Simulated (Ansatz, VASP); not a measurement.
Ti: VASP beside Ansatz

```
Ti
1.0
    -1.57968    1.57968    1.57968
     1.57968   -1.57968    1.57968
     1.57968    1.57968   -1.57968
Ti
1
Direct
  0.00000 0.00000 0.00000
```

Alike in both runs: functional PBEsol; dispersion D3(BJ); k mesh 12 × 12 × 12; occupations fermi-dirac, width 0.15 eV; no spin polarisation.

Ansatz relaxed the structure, and its values are those at the end. VASP's run is a single point on that final structure, the one shown.

```csv
,VASP,Ansatz
version,VASP 6.6.1,Ansatz 0.2.0
potentials or method,"VASP PAW PBE potentials, release 64 (Ti_sv)","plane waves, PAW"
plane-wave cutoff (eV),520,510
valence electrons in the cell,12,12
```

Ansatz gave:

```
pressure (GPa)               : 0.0
dispersion energy (meV/atom) : -661.9
```

**Question.** Which values does VASP return?

**Answer.** Pressure (GPa): -0.4; dispersion energy (meV/atom): -661.7.

Caveats: the PAW data sets were made with another functional, which shifts forces and pressure a little (VASP); pairwise dispersion overbinds metals, which lowers pressure and volume.
